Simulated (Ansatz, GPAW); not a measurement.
This is a calculation of CaO for Ansatz 0.2.0. The cell is a database's computed one, not the measured one.

File input.yaml:

```yaml
crystal:
  lattice:
    - [0.0, 2.403555696, 2.403555696]
    - [2.403555696, 0.0, 2.403555696]
    - [2.403555696, 2.403555696, 0.0]
  atoms:
    - { symbol: Ca, position: [0.0, 0.0, 0.0] }
    - { symbol: O, position: [0.5, 0.5, 0.5] }
kpoints:
  mp_grid: { grid: [10, 10, 10] }
scf:
  occupations: { method: gaussian, width: 0.026 }
hamiltonian:
  xc: pbe
  pseudopotentials: { kind: all_electron, lapw: { basis_error: 0.001 } }
output:
  forces: true
  stress: true
  eigenvalues: true
```

Potentials or basis: all-electron LAPW, scalar-relativistic.

Run with:

```sh
$ ansatz run input.yaml --threads 1 --pin off --max-ram 3072MiB --backend cpu --events-out ev --progress --plain --runs-dir out
```

**Question.** Set up the same calculation for GPAW 26.7.0 (ASE script). Potentials or basis there: GPAW PAW data sets (gpaw-data 1.2.1), cutoff 800 eV.

**Answer.** As run (cutoffs and basis follow the program's own potentials, and thresholds, step limits or extra output files can differ):

run.py

```python
from ase import Atoms
from ase.dft.bandgap import bandgap
from ase.io import write
from ase.units import GPa
from gpaw import GPAW, PW

atoms = Atoms(['Ca', 'O'],
              cell=[[0.0, 2.403555696, 2.403555696],
                    [2.403555696, 0.0, 2.403555696],
                    [2.403555696, 2.403555696, 0.0]],
              scaled_positions=[[0.0, 0.0, 0.0],
                                [0.5, 0.5, 0.5]],
              pbc=True)

calc = GPAW(mode=PW(800),
            xc='PBE',
            kpts={'size': (10, 10, 10), 'gamma': True},
            occupations={'name': 'methfessel-paxton', 'order': 0, 'width': 0.026000000000000002},
            nbands=16,
            convergence={'density': 1e-05, 'energy': 1e-05},
            maxiter=150,
            txt='gpaw.txt')
atoms.calc = calc
energy = atoms.get_potential_energy()
forces = atoms.get_forces()
stress = atoms.get_stress()
calc.write('gs.gpw')
write('result.traj', atoms)
print(f'Energy: {energy:.6f} eV')
print('Forces (eV/A):')
print(forces.round(4))
print('Stress (GPa):', (stress / GPa).round(3))
print('Fermi level:', round(calc.get_fermi_level(), 4), 'eV')
print(f'Gap: {bandgap(calc)[0]:.4f} eV, direct: {bandgap(calc, direct=True)[0]:.4f} eV')
```

Potentials or basis: GPAW PAW data sets (gpaw-data 1.2.1), pw.

Run with:

```console
$ OMP_NUM_THREADS=1 python run.py
```

Both were run:

|  | Ansatz | GPAW |
| --- | --- | --- |
| Pressure | 1.6 GPa | 2.2 GPa |

Where Ansatz's input types no cutoff or centring, it takes its own default and a Γ-centred mesh.

Pressure is positive in compression.
